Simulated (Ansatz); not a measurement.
# MgO: experiment and calculation

**Experimental background.**

“Disentangling orbital and spin exchange interactions for Co^2+ on a rocksalt lattice”, 2018, arxiv:1807.05012 reports, for a powder of MgO at 300 K: lattice constant a 4.2118 ± 0.0001 Å.

From a printed reference work (textbook), for a bulk crystal of MgO: band gap 7.3 eV.

Computed with Ansatz, DFT PBE, scalar-relativistic, plane waves, PAW.

Plane waves to 420 eV, a k mesh through Γ of 10×10×10 on the computed 2-atom cell and Gaussian smearing (0.02 eV); no spin polarisation.

Relaxed structure:

```
Mg O
1.0
     0.00000    2.12681    2.12681
     2.12681    0.00000    2.12681
     2.12681    2.12681    0.00000
Mg O
1 1
Direct
  0.00000 0.00000 0.00000
  0.50000 0.50000 0.50000
```

* Space group: Fm-3m (No. 225)
* Volume per atom: 64.9 bohr³
* Formation energy from the elements' standard states (uncorrected): -2.685 eV/atom
* Kohn–Sham band gap: 4.46 eV
* Orbital (Löwdin) character of the top 1 eV of the valence band: O 2p 98 %
* Orbital (Löwdin) character of the lowest 1 eV of the conduction band: Mg 3s 56 %, O 2s 33 %, O 2p 10 %
* Bader charge by site (e): Mg (1 in the cell) 1.72, O (1 in the cell) -1.72

A measured lattice constant a of MgO is 4.2118 Å (300 K; powder; “Disentangling orbital and spin exchange interactions for Co^2+ on a rocksalt lattice”, 2018, arxiv:1807.05012); the calculated 4.254 Å exceeds it by 1.0 %. The calculation is for 0 K without zero-point motion. A measured band gap of MgO is 7.3 eV (a printed reference work (textbook)); the calculated 4.46 eV falls short of it by 2.84 eV. Kohn–Sham gaps of semilocal functionals fall short of measured ones as a rule.

The cell was reached from a generator's guess, though it ends in a space group that the Crystallography Open Database lists for this formula. Löwdin shares on free-atom orbitals overweight diffuse shells in the empty bands.
